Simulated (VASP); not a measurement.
Runs of VASP 6.6.1 on HfO2. It takes space group Fm-3m (No. 225, cubic). Conventional cell: a = 5.032 Å, b = 5.032 Å, c = 5.032 Å, α = 90.00°, β = 90.00°, γ = 90.00°. Hf (site symmetry m-3m) has 8 O at 2.18 Å as nearest neighbours. O (site symmetry -43m) has 4 Hf at 2.18 Å as nearest neighbours. Measurements of this composition are mostly on another form, of space group No. 14.

```tsv
task	level	potentials or basis	cell	k mesh	cutoff (eV)	mesh quality	gap on the mesh (eV)	pressure (GPa)	relaxed volume (Å³/atom)
relaxation of cell and atoms	PBE	VASP PAW PBE potentials, release 64 (Hf_pv, O)	relaxed	8 × 8 × 8	600	not flagged	3.80	0.1	10.87
relaxation of cell and atoms	PBEsol	VASP PAW PBE potentials, release 64 (Hf_pv, O_s)	relaxed	8 × 8 × 8	480	not flagged	3.75	0.0	10.54
relaxation of cell and atoms	LDA	VASP PAW LDA potentials, release 64 (Hf_pv, O)	relaxed	8 × 8 × 8	600	not flagged	3.74	0.0	10.29
relaxation of cell and atoms	RPBE	VASP PAW PBE potentials, release 64 (Hf_pv, O)	relaxed	8 × 8 × 8	600	not flagged	3.86	0.1	11.09
relaxation of cell and atoms	PBEsol	VASP PAW PBE potentials, release 64 (Hf_pv, O)	relaxed	8 × 8 × 8	600	not flagged	3.75	0.0	10.53
relaxation of cell and atoms	PBE+D3(BJ)	VASP PAW PBE potentials, release 64 (Hf_pv, O)	relaxed	8 × 8 × 8	600	not flagged	(b)	0.0	(a)
single point	PBEsol	VASP PAW PBE potentials, release 64 (Hf_pv, O)	as given	8 × 8 × 8	520	not flagged	3.73	(c)	-
relaxation of cell and atoms	PBEsol	VASP PAW PBE potentials, release 64 (Hf, O)	relaxed	8 × 8 × 8	580	not flagged	3.72	0.0	10.52
relaxation of cell and atoms	PBEsol	VASP PAW PBE potentials, release 64 (Hf_pv, O)	relaxed	4 × 4 × 4	600	coarse	3.75	0.0	10.53
```

Alike in all rows: no spin polarisation; smearing gaussian 0.02 eV.

Problem. Fill in the values left out.

Solution. (a) 10.71; (b) 3.84; (c) -1.9.

Caveats: some runs use coarse meshes; spin-orbit coupling is left out, which moves the levels of the heavy elements; the PAW data sets were made with another functional, which shifts forces and pressure a little (some runs).

A k mesh can miss the band edges, and the runs leave out spin-orbit coupling on Hf.

Not every run made on this cell is shown here.
